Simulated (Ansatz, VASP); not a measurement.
**One calculation of SiNi2, two programs**

```xyz
6
Lattice="3.8360 0.0000 0.0000 -1.9180 3.3221 0.0000 0.0000 0.0000 4.9480" Properties=species:S:1:pos:R:3 pbc="T T T"
Ni    1.9180    1.1074    3.7110
Ni    0.0000    2.2147    1.2370
Ni    0.0000    0.0000    2.4740
Ni    0.0000    0.0000    0.0000
Si    1.9180    1.1074    1.2370
Si    0.0000    2.2147    3.7110
```

Alike in both runs: task relaxation of cell and atoms; functional PBEsol; dispersion D4; k mesh 6 × 6 × 5; occupations fermi-dirac, width 0.05 eV; collinear spin, ferromagnetic start.

|  | VASP | Ansatz |
| --- | --- | --- |
| version | VASP 6.6.1 | Ansatz 0.2.0 |
| potentials or method | VASP PAW PBE potentials, release 64 (Ni, Si) | Ansatz PAW |
| plane-wave cutoff (eV) | 600 | 420 |
| valence electrons in the cell | 48 | 80 |

```tsv
	VASP	Ansatz	Ansatz less VASP
gap on the k mesh at the Fermi level, each at its own relaxed structure (eV)	none	none	-
net moment per atom (μB)	0.00	0.00	0.000
relaxed volume (Å³/atom)	10.44	10.43	-0.005
relaxed cell length with the largest relative difference (Å)	3.849	3.848	-0.0015
energy change over the relaxation (meV/atom)	-2	-2	+0.1
```

A gap of «none» marks a metal or a gap that the smearing closes. The two sets of potentials don't hold the same shells in valence.

Caveats: pairwise dispersion overbinds metals, which lowers pressure and volume; the PAW data sets were made with another functional, which shifts forces and pressure a little (VASP); the plane-wave basis is chosen anew once the cell has moved, so the energies of steps on either side of that aren't comparable (Ansatz); the PAW data sets come from PBE, with cores solved anew for the run's functional, which leaves a small shift of forces and pressure (Ansatz); the starting moments weren't kept (Ansatz).
